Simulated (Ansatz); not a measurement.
Nb:

```
CELL_PARAMETERS angstrom
0.00000 2.11500 2.11500
2.11500 0.00000 2.11500
2.11500 2.11500 0.00000
ATOMIC_POSITIONS crystal
Nb 0.00000 0.00000 0.00000
```

This isn't the form of Nb at room conditions, which is bcc.

Base run:

- Program: Ansatz 0.2.0
- Functional: PBEsol
- Potentials or basis: all-electron LAPW, scalar-relativistic
- Cutoff: 200 eV
- Density cutoff: 801 eV
- Basis error allowed: 0.001 eV/atom
- k mesh: 11 × 11 × 11
- Occupations: fermi-dirac, width 0.05 eV
- Spin: no spin polarisation

Its results: pressure -7.4 GPa.

**Question.** After a change of settings the same cell gave: pressure -6.4 GPa. Which change was it?
A. potentials or basis from all-electron LAPW, scalar-relativistic to all-electron LAPW, inner shells corrected to Dirac's equation
B. dispersion from none to D4
C. functional from PBEsol to LDA
D. potentials or basis from all-electron LAPW, scalar-relativistic to all-electron LAPW, non-relativistic

**Answer.** D.

Caveats: relativity is left out, which matters for the heavier elements (some runs).

Not every run made on this cell is shown here.
